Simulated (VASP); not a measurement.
SiO2, 6 atoms in the cell. The structure is tetragonal, space group P4_2/mnm (No. 136). Conventional cell: a = 4.177 Å, b = 4.177 Å, c = 2.666 Å, α = 90.00°, β = 90.00°, γ = 90.00°. O (site symmetry m2m) has 3 Si at 1.76 to 1.81 Å as nearest neighbours. Si (site symmetry mmm) is surrounded by 6 O at 1.76 to 1.81 Å. The cell comes from a database or a generator and needn't be the stable form of this composition.

- Program: VASP 6.6.1
- Task: relaxation of cell and atoms
- Functional: PBEsol
- Potentials or basis: VASP PAW PBE potentials, release 64 (O, Si)
- Cutoff: 600 eV
- k mesh: 7 × 7 × 10
- Occupations: fermi-dirac, width 0.05 eV
- Spin: no spin polarisation
- Target pressure: 90 GPa
- P gpa: 90
- Further INCAR settings: ALGO = Normal; EDIFF = 1e-06; IBRION = 2; EDIFFG = -0.01; NSW = 60; ISIF = 3
- Target pressure: 90 GPa

Potentials or basis: VASP PAW PBE potentials, release 64 (O, Si).

The run is started by

```bash
$ cat potpaw_PBE.64/O/POTCAR potpaw_PBE.64/Si/POTCAR > POTCAR
$ mpirun -np 2 vasp_std > vasp.out
```

Hardware: 2 MPI ranks on Intel(R) Xeon(R) 6975P-C (Granite Rapids) (shared host).

Problem. How long does it take, and how much memory?

Solution. It took 2.6 min on 2 MPI ranks on Intel(R) Xeon(R) 6975P-C (Granite Rapids), on a shared host, peak memory 0.19 GiB a rank. Counts: scf iterations 96, k points 60, ion steps 14.
